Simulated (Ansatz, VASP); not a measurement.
Two plane-wave programs on Pt

The input INCAR:

```
SYSTEM = Pt
PREC = Accurate
ENCUT = 520
EDIFF = 1E-6
ISMEAR = -1
SIGMA = 0.05
LREAL = .False.
LASPH = .True.
NELM = 100
ALGO = Normal
ISIF = 2
LWAVE = .False.
LCHARG = .False.
GGA = PE
NBANDS = 17
```

File KPOINTS:

```
Automatic mesh
0
Gamma
  14 14 14
  0 0 0
```

File POSCAR:

```
Pt
1.0
    0.0000000000      2.3221762087      2.3221762087
    2.3221762087      0.0000000000      2.3221762087
    2.3221762087      2.3221762087      0.0000000000
Pt
2
Direct
   -0.1250000000     -0.1250000000     -0.1250000000
    0.1250000000      0.1250000000      0.1250000000
```

Input for Ansatz:

```yaml
crystal:
  lattice:
    - [0.0, 2.3221762087, 2.3221762087]
    - [2.3221762087, 0.0, 2.3221762087]
    - [2.3221762087, 2.3221762087, 0.0]
  atoms:
    - { symbol: Pt, position: [-0.125, -0.125, -0.125] }
    - { symbol: Pt, position: [0.125, 0.125, 0.125] }
kpoints:
  mp_grid: { grid: [14, 14, 14] }
  band_path:
    path:
      - [0.0, 0.0, 0.0]
      - [0.5, 0.0, 0.5]
      - [0.625, 0.25, 0.625]
      - [0.375, 0.375, 0.75]
      - [0.0, 0.0, 0.0]
      - [0.5, 0.5, 0.5]
      - [0.5, 0.25, 0.75]
      - [0.5, 0.0, 0.5]
    npoints: 8
scf:
  occupations: { method: fermi_dirac, width: 0.05 }
hamiltonian:
  xc: pbe
  pseudopotentials: { kind: paw }
output:
  forces: true
  stress: true
  eigenvalues: true
  populations: true
  dos: { projected: true, de: 0.2, e_range: [-14, 8] }
  write_density: true
  write_potential: true
  elf: true
  volumetric_format: npy
```

Change from the starting cell: volume scaled by 0.52, PAW files.

Alike in both runs: task single point; functional PBE; k mesh 14 × 14 × 14; occupations fermi-dirac, width 0.05 eV; no spin polarisation.

|  | VASP | Ansatz |
| --- | --- | --- |
| version | VASP 6.6.1 | Ansatz 0.2.0 |
| potentials or method | VASP PAW PBE potentials, release 64 (Pt) | PAW with Ansatz's default frozen-core files, scalar-relativistic |
| plane-wave cutoff (eV) | 520 | 420 |
| valence electrons in the cell | 20 | 36 |

VASP gave:

| Quantity | Value |
| --- | --- |
| pressure (GPa) | 359.7 |

**Question.** Estimate Ansatz's values.

**Answer.** Pressure (GPa): 394.8.

The two sets of potentials don't hold the same shells in valence.

Caveats: the cell as given lies far from equilibrium; so large a pressure means that the cell lies far from this level's equilibrium, or that cutoff or potentials fall short (VASP). The runs have no spin-orbit coupling, so splittings on Pt are missing.
